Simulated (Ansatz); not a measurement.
Pb: one input, then a changed one

The cell is COD entry 1537623, as deposited and not checked against the literature; nothing was relaxed.

First run: DFT, PBE, PAW with Ansatz's default frozen-core files, scalar-relativistic (Ansatz 0.2.0).

Command: `ansatz run input.yaml --threads 1 --pin off --max-ram 2048MiB --backend cpu --events-out ev --progress --plain --runs-dir out` The run took 2.4 s on 1 thread of Arm Neoverse V1 (shared host), peak memory 0.33 GiB.

```yaml
crystal:
  lattice:
    - [3.4800006906, 0.0, 0.0]
    - [-1.7400003453, 3.0137690032, 0.0]
    - [0.0, 0.0, 5.59]
  atoms:
    - { symbol: Pb, position: [0.3333333333, 0.6666666667, 0.25] }
    - { symbol: Pb, position: [0.6666666667, 0.3333333333, 0.75] }
kpoints:
  mp_grid: { grid: [4, 4, 2] }
scf:
  occupations: { method: fermi_dirac, width: 0.08 }
hamiltonian:
  xc: pbe
  pseudopotentials: { kind: paw }
output:
  forces: true
  stress: true
  eigenvalues: true
  efg: { contact_densities: true }
```

Result: converged; pressure 2.42 GPa; no gap on the k mesh; 7 SCF iterations.

No spin–orbit coupling, which matters for the heavy atoms here.

A second run of a changed input logged this at its end:

```
Error: invalid value for `basis.ecutrho_ratio`: must be in [1, 1024]; got 0
```

Q: What was wrong with the input?

A: A density cutoff under the waves', by this change (others could give a like log):
```diff
@@ -11,4 +11,5 @@
 scf:
   occupations: { method: fermi_dirac, width: 0.08 }
+  max_iter: 60
 hamiltonian:
   xc: pbe
@@ -19,3 +20,5 @@
   eigenvalues: true
   efg: { contact_densities: true }
+basis:
+  ecutrho_ratio: 0
```
